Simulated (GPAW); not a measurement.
Here is a GPAW 26.7.0 calculation.

Contents of run.py:

```python
from ase.dft.bandgap import bandgap
from ase.io import read, write
from ase.units import GPa
from gpaw import GPAW, PW

atoms = read('MoS2.xyz')

calc = GPAW(mode=PW(450),
            xc='LDA',
            kpts={'size': (8, 8, 1), 'gamma': True},
            occupations={'name': 'fermi-dirac', 'width': 0.05},
            setups={'Mo': '6:d,1.0'},
            nbands=-20,
            maxiter=120,
            txt='gpaw.txt')
atoms.calc = calc
energy = atoms.get_potential_energy()
forces = atoms.get_forces()
stress = atoms.get_stress()
calc.write('gs.gpw')
write('result.traj', atoms)
print(f'Energy: {energy:.6f} eV')
print('Forces (eV/A):')
print(forces.round(4))
print('Stress (GPa):', (stress / GPa).round(3))
print('Fermi level:', round(calc.get_fermi_level(), 4), 'eV')
print(f'Gap: {bandgap(calc)[0]:.4f} eV, direct: {bandgap(calc, direct=True)[0]:.4f} eV')
```

MoS2.xyz

```xyz
6
Lattice="3.1845414560 0.0000000000 0.0000000000 -1.5922707280 2.7578938003 0.0000000000 0.0000000000 0.0000000000 21.6705347200" Properties=species:S:1:pos:R:3 pbc="T T T"
Mo    -0.0000000002      1.8385958670     18.4450973165
Mo     1.5922707282      0.9192979333      3.2254374035
S      1.5922707282      0.9192979333     16.8948990826
S     -0.0000000002      1.8385958670      1.6740704777
S      1.5922707282      0.9192979333     19.9964642423
S     -0.0000000002      1.8385958670      4.7756356374
```

Potentials or basis: the program's PAW data sets (release 1.2.1) made for this functional, other valence, pw.

Run with:

```sh
$ OMP_NUM_THREADS=1 python run.py
```

Task: Predict the band gap on the k mesh.

Result: 1.41 eV, indirect (least direct gap 1.91 eV).

Task: Estimate the largest force.

Result: 0.134 eV/Å.

Forces in eV/Å, atoms in the order of the input:
```
Mo   0.000  0.000  0.009
Mo   0.000  0.000 -0.009
S    0.000  0.000  0.134
S    0.000  0.000  0.053
S    0.000  0.000 -0.053
S    0.000  0.000 -0.134
```

Caveat: the cutoff is short for stress and forces, so pressures can be off by a GPa or more.
